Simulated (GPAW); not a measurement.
Crystal: CoO.

```
Co O
1.0
    -1.50800    1.50800    2.10725
     1.50800   -1.50800    2.10725
     1.50800    1.50800   -2.10725
Co O
1 1
Direct
  0.00000 0.00000 0.00000
  0.50000 0.50000 0.00000
```

Base run:

| Item | Value |
| --- | --- |
| Program | GPAW 26.7.0 |
| Functional | PBE |
| Potentials or basis | GPAW PAW data sets (gpaw-data 1.2.1) |
| Cutoff | 800 eV |
| Basis | pw |
| k mesh | 12 × 12 × 12 |
| Occupations | fermi-dirac, width 0.05 eV |
| Spin | collinear spin, ferromagnetic start |
| Starting moments | [2.0, 0.0] μB |
| Hubbard terms | Co d U = 8 eV |

Its results: band gap on the k mesh none (metal or under the smearing width); pressure 6.0 GPa; net moment 3.00 μB per cell; site moments Co +2.82; O +0.12 μB.

Problem. The run is repeated on the same cell with these changes: hubbard terms from Co d U = 8 eV to Co d U = 5 eV. What comes out?

Solution. Band gap on the k mesh none (metal or under the smearing width); pressure 4.5 GPa; net moment 3.00 μB per cell; site moments Co +2.75; O +0.16 μB.

Caveats: a cell with one magnetic atom can't hold antiferromagnetic order, which such compounds often take.

Not every run made on this cell is shown here.
